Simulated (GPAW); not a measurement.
Input of a GPAW 26.7.0 run:

run.py

```python
from ase.eos import EquationOfState
from ase.io import Trajectory, read
from ase.units import GPa
from gpaw import GPAW, PW

atoms = read('CdTe.xyz')

traj = Trajectory('eos.traj', 'w')
volumes, energies = [], []
for x in [0.94, 0.96, 0.98, 1.0, 1.02, 1.04, 1.06]:
    a = atoms.copy()
    a.set_cell(atoms.cell * x**(1 / 3), scale_atoms=True)
    calc = GPAW(mode=PW(600),
                xc='LDA',
                kpts={'size': (6, 6, 6), 'gamma': True},
                occupations={'name': 'fermi-dirac', 'width': 0.05},
                setups={'Te': '16'},
                nbands=-9,
                convergence={'density': 1e-05, 'energy': 1e-05},
                maxiter=150,
                txt=f'eos-{x:.2f}.txt')
    a.calc = calc
    energies.append(a.get_potential_energy(force_consistent=True))
    volumes.append(a.get_volume())
    p = -a.get_stress()[:3].mean() / GPa
    calc.write(f'eos-{x:.2f}.gpw')
    traj.write(a)
    print(f'{x:.2f} {volumes[-1]:10.4f} A^3 {energies[-1]:14.6f} eV {p:9.3f} GPa', flush=True)

v0, e0, B = EquationOfState(volumes, energies, eos='birchmurnaghan').fit()
print(f'V0 = {v0:.4f} A^3, E0 = {e0:.6f} eV, B0 = {B / GPa:.2f} GPa')
```

Contents of CdTe.xyz:

```xyz
2
Lattice="0.0000000000 3.2050000000 3.2050000000 3.2050000000 0.0000000000 3.2050000000 3.2050000000 3.2050000000 0.0000000000" Properties=species:S:1:pos:R:3 pbc="T T T"
Te     4.8075000000      4.8075000000      4.8075000000
Cd     0.0000000000      0.0000000000      0.0000000000
```

Potentials or basis: the program's PAW data sets (release 1.2.1) made for this functional, other valence, pw.

The run is started by

```console
$ OMP_NUM_THREADS=1 python run.py
```

Question: What does it give for the equilibrium volume?

Answer: 32.58 Å³/atom.

Question: Predict the pressure derivative of the bulk modulus.

Answer: 5.5 (rough: it moves with the points fitted).

Energy against volume, from the lowest point:
```tsv
volume (Å³/atom)	energy (meV/atom)
30.947	13.06
31.605	4.14
32.263	0.03
32.922	0.00
33.580	3.75
34.239	10.78
34.897	20.50
```

Spin-orbit coupling is left out, which matters for the levels of Te. LDA usually gives volumes a few per cent too small.

**The experiment to reproduce.**

“Multiscale insight into the Cd1-xZnxTe vibrational-mechanical properties -- High-pressure experiments and ab initio calculations”, 2023, arxiv:2306.14539 quotes, for a powder of CdTe: bulk modulus 42 ± 2 GPa.

Against the measured bulk modulus of CdTe, 42 GPa (powder; quoted in “Multiscale insight into the Cd1-xZnxTe vibrational-mechanical properties -- High-pressure experiments and ab initio calculations”, 2023, arxiv:2306.14539), the calculated 47 GPa is off by +12.8 %. The fit is for a static lattice scaled at fixed shape and fixed fractional positions.
